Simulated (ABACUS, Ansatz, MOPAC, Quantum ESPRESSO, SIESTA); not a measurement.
## KMgF3: bulk modulus by level of theory

```xyz
5
Lattice="3.9859 0.0000 0.0000 0.0000 3.9859 0.0000 0.0000 0.0000 3.9859" Properties=species:S:1:pos:R:3 pbc="T T T"
K     1.9929    1.9929    1.9929
Mg    0.0000    0.0000    0.0000
F     0.0000    0.0000    1.9929
F     0.0000    1.9929    0.0000
F     1.9929    0.0000    0.0000
```

| rung | level | program and potentials | cutoff (eV) | k mesh | smearing | core time | chip | bulk modulus (GPa) | notes |
| --- | --- | --- | --- | --- | --- | --- | --- | --- | --- |
| tight binding or semi-empirical | PM7 | MOPAC, the method's own minimal valence basis | - | 1 × 1 × 1 | none | 6.6 s | Arm Neoverse V2 | 115.2 | coarse mesh; Γ point of a 2 × 2 × 2 supercell |
| GGA | PBEsol | Ansatz, all-electron LAPW, scalar-relativistic | - | 7 × 7 × 7 | fermi-dirac 0.05 | 1.9 min | Intel Xeon Platinum 8375C Ice Lake | 72.1 | - |
| GGA | PBE | Quantum ESPRESSO, SSSP 1.3 efficiency PBE | 816 | 7 × 7 × 7 | fermi-dirac 0.05 | 4.2 min | Arm Neoverse V1 | 67.6 | - |
| GGA | PBE | ABACUS, PseudoDojo NC SR 0.4.1 PBE standard, plane waves | 1143 | 7 × 7 × 7 | fermi-dirac 0.05 | 7.1 min | Intel Xeon Platinum 8259CL Skylake/Cascade Lake | 66.1 | - |
| GGA | PBEsol | SIESTA, files PseudoDojo sr-pbesol-0.4.1-standard, DZP (energy shift 0.003 Ry; two zetas on semicore shells; d shell added on K) | - | 5 × 5 × 5 | fermi-dirac 0.05 | 7.5 min | Arm Neoverse V2 | 77.0 | atomic basis |

Times are single runs on shared hosts and different chips, so they are rough; meshes, cutoffs and the tasks' sizes weigh on the time. Task: equation of state. All rows: no spin polarisation. Smearing widths are in eV. The cell comes from a database and isn't always the measured one. Meshes differ between rows, which moves values too. Meshes are those of the run's cell of 5 atoms unless a note names another. Runs on faulty files, with rough fits or with known faults for this quantity aren't shown. No row holds spin-orbit coupling.

By rung: GGA 66.1 to 72.1; tight binding or semi-empirical on coarse meshes 115.2; GGA in atomic bases 77.0 (GPa).
